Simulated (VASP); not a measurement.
Method: revTPSS meta-GGA, VASP's PBE PAW potentials (set 64) (plane waves; VASP 6.6.1).

VASP ran on this input.

File KPOINTS:
```
Automatic mesh
0
Gamma
8 8 8
0 0 0
```

INCAR:
```
SYSTEM = Li2O
PREC = Accurate
ENCUT = 520
EDIFF = 1E-6
NELM = 100
ALGO = Normal
LREAL = .FALSE.
LASPH = .TRUE.
ISMEAR = 0
SIGMA = 0.05
METAGGA = RTPSS
LMIXTAU = .TRUE.
LWAVE = .FALSE.
LCHARG = .FALSE.
IBRION = 2
ISIF = 3
NSW = 60
EDIFFG = -0.02
```

### POSCAR
```
Li2O
1
    0.0000000000     2.2999668349     2.2999668349
    2.2999668349     0.0000000000     2.2999668349
    2.2999668349     2.2999668349     0.0000000000
Li O
2 1
Direct
  0.2500000000   0.2500000000   0.2500000000
  0.7500000000   0.7500000000   0.7500000000
  1.0000000000   0.0000000000   0.0000000000
```

POTCAR, in this order: Li_sv O (PBE.64 set). Program: vasp_std.

Output of the run:

**OUTCAR**
```
 ion  position               nearest neighbor table
   1  0.250  0.250  0.250-   3 1.99   3 1.99   3 1.99   3 1.99   2 2.30   2 2.30   2 2.30   2 2.30
                             2 2.30   2 2.30
   2  0.750  0.750  0.750-   3 1.99   3 1.99   3 1.99   3 1.99   1 2.30   1 2.30   1 2.30   1 2.30
                             1 2.30   1 2.30
   3  0.000  0.000  0.000-   2 1.99   2 1.99   2 1.99   1 1.99   2 1.99   1 1.99   1 1.99   1 1.99
  LATTYP: Found a face centered cubic cell.
 ALAT       =     4.5999336698
 Subroutine PRICEL returns:
 Original cell was already a primitive cell.
 Subroutine GETGRP returns: Found 48 space group operations
The static configuration has the point symmetry O_h .
The dynamic configuration has the point symmetry O_h .
 Subroutine INISYM returns: Found 48 space group operations
 Subroutine IBZKPT returns following result:
 Found     29 irreducible k-points:

 Following reciprocal coordinates:
            Coordinates               Weight
  0.000000  0.000000  0.000000      1.000000
  0.125000  0.000000  0.000000      8.000000
  0.250000  0.000000  0.000000      8.000000
  0.375000  0.000000  0.000000      8.000000
  0.500000  0.000000  0.000000      4.000000
  0.125000  0.125000  0.000000      6.000000
  0.250000  0.125000  0.000000     24.000000
  0.375000  0.125000  0.000000     24.000000
  0.500000  0.125000  0.000000     24.000000
 -0.375000  0.125000  0.000000     24.000000
 -0.250000  0.125000  0.000000     24.000000
 -0.125000  0.125000  0.000000     12.000000
  0.250000  0.250000  0.000000      6.000000
  0.375000  0.250000  0.000000     24.000000
  0.500000  0.250000  0.000000     24.000000
 -0.375000  0.250000  0.000000     24.000000
 -0.250000  0.250000  0.000000     12.000000
  0.375000  0.375000  0.000000      6.000000
  0.500000  0.375000  0.000000     24.000000
 -0.375000  0.375000  0.000000     12.000000
  0.500000  0.500000  0.000000      3.000000
...
```

**OSZICAR**
```
       N       E                     dE             d eps       ncg     rms          rms(c)
DAV:   1    -0.183849846834E+06   -0.18385E+06   -0.81890E+07   588   0.190E+08
DAV:   2    -0.109148933607E+08   -0.10731E+08   -0.10729E+08   804   0.128E+06
DAV:   3    -0.110505920861E+08   -0.13570E+06   -0.12276E+06   910   0.151E+06
DAV:   4    -0.110763902992E+08   -0.25798E+05   -0.67747E+05   980   0.175E+06
DAV:   5    -0.111607074638E+08   -0.84317E+05   -0.11964E+06  1042   0.382E+04    0.101E+02
DAV:   6    -0.653884781882E+01    0.11161E+08   -0.18020E+04   620   0.107E+03    0.489E+01
DAV:   7    -0.435170778519E+02   -0.36978E+02   -0.46431E+02   760   0.172E+02    0.397E+01
DAV:   8    -0.485000093078E+02   -0.49829E+01   -0.21073E+01   788   0.389E+01    0.412E+01
DAV:   9    -0.292109000395E+02    0.19289E+02   -0.16448E+01   668   0.336E+01    0.269E+01
DAV:  10    -0.214369703717E+02    0.77739E+01   -0.11870E+01   648   0.274E+01    0.158E+01
DAV:  11    -0.181163277648E+02    0.33206E+01   -0.13454E+00   614   0.136E+01    0.119E+01
DAV:  12    -0.176309966959E+02    0.48533E+00   -0.74901E+00   580   0.235E+01    0.383E+00
DAV:  13    -0.166428817107E+02    0.98811E+00   -0.14162E+00   648   0.131E+01    0.530E+00
DAV:  14    -0.170818594441E+02   -0.43898E+00   -0.20675E-01   582   0.581E+00    0.384E+00
DAV:  15    -0.173318610840E+02   -0.25000E+00   -0.37929E-01   580   0.879E+00    0.181E+00
DAV:  16    -0.172712457486E+02    0.60615E-01   -0.65693E-02   812   0.204E+00    0.111E+00
DAV:  17    -0.173725965267E+02   -0.10135E+00   -0.38511E-02   600   0.276E+00    0.100E+00
DAV:  18    -0.174014339857E+02   -0.28837E-01   -0.91914E-02   584   0.392E+00    0.892E-02
DAV:  19    -0.173979366260E+02    0.34974E-02   -0.13725E-02   840   0.117E+00    0.222E-01
DAV:  20    -0.174009586742E+02   -0.30220E-02   -0.24511E-03   626   0.561E-01    0.152E-01
DAV:  21    -0.174171719600E+02   -0.16213E-01   -0.61147E-02   606   0.261E+00    0.196E-01
DAV:  22    -0.174200513855E+02   -0.28794E-02   -0.81130E-03   874   0.850E-01    0.276E-01
DAV:  23    -0.174175882905E+02    0.24631E-02   -0.24092E-03   612   0.582E-01    0.213E-01
DAV:  24    -0.174171185514E+02    0.46974E-03   -0.62258E-04   940   0.237E-01    0.154E-01
DAV:  25    -0.174183786391E+02   -0.12601E-02   -0.18998E-03   594   0.825E-01    0.753E-02
DAV:  26    -0.174181532277E+02    0.22541E-03   -0.11316E-03   616   0.607E-01    0.129E-02
DAV:  27    -0.174182788881E+02   -0.12566E-03   -0.24212E-04   614   0.164E-01    0.253E-02
DAV:  28    -0.174182940604E+02   -0.15172E-04   -0.21410E-04   702   0.229E-01    0.164E-02
DAV:  29    -0.174182973292E+02   -0.32688E-05   -0.26117E-05   608   0.501E-02    0.102E-03
DAV:  30    -0.174182979474E+02   -0.61821E-06   -0.38372E-05   624   0.854E-02    0.114E-03
DAV:  31    -0.174182971196E+02    0.82783E-06   -0.40250E-06   798   0.287E-02
   1 F= -.17418297E+02 E0= -.17418297E+02  d E =-.174183E+02
       N       E                     dE             d eps       ncg     rms          rms(c)
DAV:   1    -0.174228207044E+02   -0.45228E-02   -0.54472E-02   586   0.221E+00    0.429E-01
DAV:   2    -0.174215172116E+02    0.13035E-02   -0.48983E-02   922   0.158E+00    0.246E-01
DAV:   3    -0.174240127435E+02   -0.24955E-02   -0.47486E-02   954   0.158E+00    0.103E-01
DAV:   4    -0.174235108454E+02    0.50190E-03   -0.58336E-02   894   0.157E+00    0.204E-01
DAV:   5    -0.174188691941E+02    0.46417E-02   -0.10827E-02   910   0.630E-01    0.357E-02
DAV:   6    -0.174188853054E+02   -0.16111E-04   -0.42409E-04   958   0.205E-01    0.149E-02
DAV:   7    -0.174189464509E+02   -0.61145E-04   -0.14214E-04   624   0.194E-01    0.108E-02
DAV:   8    -0.174189815019E+02   -0.35051E-04   -0.47646E-05   750   0.744E-02    0.142E-02
DAV:   9    -0.174189722134E+02    0.92885E-05   -0.82171E-06   604   0.410E-02    0.124E-02
DAV:  10    -0.174189724486E+02   -0.23519E-06   -0.14234E-06   630   0.207E-02
   2 F= -.17418972E+02 E0= -.17418972E+02  d E =-.675329E-03
```

OUTCAR:
```
------------------------ aborting loop because EDIFF is reached ----------------------------------------
  FORCE on cell =-STRESS in cart. coord.  units (eV):
  Direction    XX          YY          ZZ          XY          YZ          ZX
  --------------------------------------------------------------------------------------
  Total       -0.0352672     -0.0352672     -0.0352672      0.0000000     -0.0000000      0.0000000
  in kB       -2.3380310     -2.3380310     -2.3380310      0.0000000     -0.0000000      0.0000000
  external PRESSURE =      -2.3380310 kB  Pullay stress =       0.0000000 kB
  volume of cell :       24.17
      direct lattice vectors                 reciprocal lattice vectors
     0.000000000  2.294741056  2.294741056    -0.217889508  0.217889508  0.217889508
     2.294741056  0.000000000  2.294741056     0.217889508 -0.217889508  0.217889508
     2.294741056  2.294741056  0.000000000     0.217889508  0.217889508 -0.217889508
 POSITION                                       TOTAL-FORCE (eV/Angst)
 -----------------------------------------------------------------------------------
      1.14737      1.14737      1.14737        -0.000000     -0.000000     -0.000000
      3.44211      3.44211      3.44211         0.000000      0.000000      0.000000
      4.58948      4.58948      4.58948        -0.000000     -0.000000      0.000000
 -----------------------------------------------------------------------------------
    total drift:                               -0.000000      0.000000      0.000000
  FREE ENERGIE OF THE ION-ELECTRON SYSTEM (eV)
  ---------------------------------------------------
  free  energy   TOTEN  =       -17.4189724486 eV

  energy  without entropy=      -17.4189724486  energy(sigma->0) =      -17.41897245

 reached required accuracy - stopping structural energy minimisation
```
(Selected blocks of OUTCAR.)

CONTCAR:
```
Li2O
   1.00000000000000
     0.0000000000000000    2.2947410563701034    2.2947410563701034
     2.2947410563701034    0.0000000000000000    2.2947410563701034
     2.2947410563701034    2.2947410563701034    0.0000000000000000
  Li              O
     2     1
Direct
     0.2500000000000000    0.2500000000000000    0.2500000000000000
     0.7500000000000000    0.7500000000000000    0.7500000000000000
     1.0000000000000000    1.0000000000000000    1.0000000000000000
```

OUTCAR:
```
 val. band max:        1.2677448577   @ k =   0.0000   0.0000   0.0000

 cond. band min:       6.2211112493   @ k =   0.5000   0.5000   0.0000


 Fermi energy:         1.5270241876

 k-point     1 :       0.0000    0.0000    0.0000
  band No.  band energies     occupation
      1     -42.9079      2.00000
      2     -42.5787      2.00000
      3     -14.9229      2.00000
      4       1.2677      2.00000
      5       1.2677      2.00000
      6       1.2677      2.00000
      7       6.5796      0.00000
      8      13.7325      0.00000
      9      13.7325      0.00000
     10      13.7325      0.00000

 k-point     2 :       0.1250    0.0000    0.0000
  band No.  band energies     occupation
      1     -42.8927      2.00000
      2     -42.5905      2.00000
      3     -14.8884      2.00000
      4       0.7230      2.00000
      5       1.1944      2.00000
      6       1.1944      2.00000
      7       7.0274      0.00000
      8      13.7378      0.00000
      9      13.9452      0.00000
     10      13.9452      0.00000

 k-point     3 :       0.2500    0.0000    0.0000
  band No.  band energies     occupation
      1     -42.8518      2.00000
      2     -42.6213      2.00000
      3     -14.8033      2.00000
      4      -0.3760      2.00000
      5       1.0275      2.00000
      6       1.0275      2.00000
      7       8.0817      0.00000
      8      13.4678      0.00000
      9      14.1591      0.00000
     10      14.1591      0.00000

 k-point     4 :       0.3750    0.0000    0.0000
  band No.  band energies     occupation
      1     -42.7947      2.00000
      2     -42.6700      2.00000
      3     -14.7129      2.00000
      4      -1.3013      2.00000
      5       0.8734      2.00000
      6       0.8734      2.00000
      7       9.4434      0.00000
      8      12.5726      0.00000
      9      13.9029      0.00000
     10      13.9030      0.00000

 k-point     5 :       0.5000    0.0000    0.0000
...
```

The compound is Li2O in the antifluorite structure. This run relaxes it. Symmetry was kept, so distortions that lower it aren't found. The start is the result of an earlier pass.
